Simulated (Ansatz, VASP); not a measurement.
# Al2Cu in VASP and in Ansatz

The input INCAR:

```
SYSTEM = Al2Cu
ALGO = Normal ; EDIFF = 1E-6
ENCUT = 520 ; GGA = PE
ISIF = 2 ; ISMEAR = 0
LASPH = .True. ; LCHARG = .True.
LELF = .True. ; LREAL = .False.
LVHAR = .True. ; LWAVE = .False.
NBANDS = 16 ; NELM = 100
PREC = Accurate ; SIGMA = 0.1
```

KPOINTS

```
k-points
0
Gamma
  6 6 6
  0 0 0
```

POSCAR

```
Al2Cu
1.0
   -2.0303375000      2.0303375000      2.8510940000
    2.0303375000     -2.0303375000      2.8510940000
    2.0303375000      2.0303375000     -2.8510940000
Al Cu
2 1
Direct
    0.7500000000      0.2500000000      0.5000000000
    0.2500000000      0.7500000000      0.5000000000
    0.5000000000      0.5000000000      0.0000000000
```

Input for Ansatz:

```yaml
crystal:
  lattice:
    - [-2.0303375, 2.0303375, 2.851094]
    - [2.0303375, -2.0303375, 2.851094]
    - [2.0303375, 2.0303375, -2.851094]
  atoms:
    - { symbol: Al, position: [0.75, 0.25, 0.5] }
    - { symbol: Al, position: [0.25, 0.75, 0.5] }
    - { symbol: Cu, position: [0.5, 0.5, 0.0] }
basis:
  ecutwfc: 420
kpoints:
  mp_grid: { grid: [6, 6, 6] }
hamiltonian:
  xc: pbe
scf:
  occupations: { method: gaussian, width: 0.1 }
output:
  forces: true
  stress: true
  eigenvalues: true
```

The cell comes from a database or a generator and needn't be the stable form of this composition.

Alike in both runs: task single point; functional PBE; k mesh 6 × 6 × 6; occupations gaussian, width 0.1 eV; no spin polarisation.

|  | VASP | Ansatz |
| --- | --- | --- |
| version | VASP 6.6.1 | Ansatz 0.2.0 |
| potentials or method | VASP PAW PBE potentials, release 64 (Al, Cu) | scalar-relativistic, plane waves, PAW |
| plane-wave cutoff (eV) | 520 | 420 |
| valence electrons in the cell | 17 | 25 |

|  | VASP | Ansatz | Ansatz less VASP |
| --- | --- | --- | --- |
| gap on the k mesh at the Fermi level (eV) | none | none | - |
| pressure (GPa) | 2.9 | 2.8 | -0.11 |

A gap of «none» marks a metal or a gap that the smearing closes. The two sets of potentials don't hold the same shells in valence.

Caveats: the k mesh is coarse (spacing up to 0.36 Å⁻¹), so the values aren't converged.
